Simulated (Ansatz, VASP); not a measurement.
**Two plane-wave programs on PbS**

```
Pb S
1.0
     0.00000    3.02552    3.02552
     3.02552    0.00000    3.02552
     3.02552    3.02552    0.00000
Pb S
1 1
Direct
  0.00000 0.00000 0.00000
  0.50000 0.50000 0.50000
```

Alike in both runs: task single point; functional r2SCAN; k mesh 10 × 10 × 10; occupations gaussian, width 0.05 eV; no spin polarisation.

```csv
,VASP,Ansatz
version,VASP 6.6.1,Ansatz 0.2.0
potentials or method,"VASP PAW PBE potentials, release 64 (Pb_d, S)","scalar-relativistic, plane waves, PAW"
plane-wave cutoff (eV),520,500
valence electrons in the cell,20,20
```

Ansatz gave:

| Item | Value |
| --- | --- |
| gap on the k mesh at the Fermi level (eV) | 0.82 |
| least direct gap on the mesh (eV) | 0.82 |
| pressure (GPa) | -2.0 |

**Question.** Estimate VASP's values.

**Answer.** gap on the k mesh at the Fermi level (eV): 0.83; least direct gap on the mesh (eV): 0.83; pressure (GPa): -2.1.

Caveats: the PAW data sets were made with another functional, which shifts forces and pressure a little (VASP); spin-orbit coupling is left out, which as a rule narrows the gap of such compounds by several tenths of an eV. A k mesh can miss the band edges.
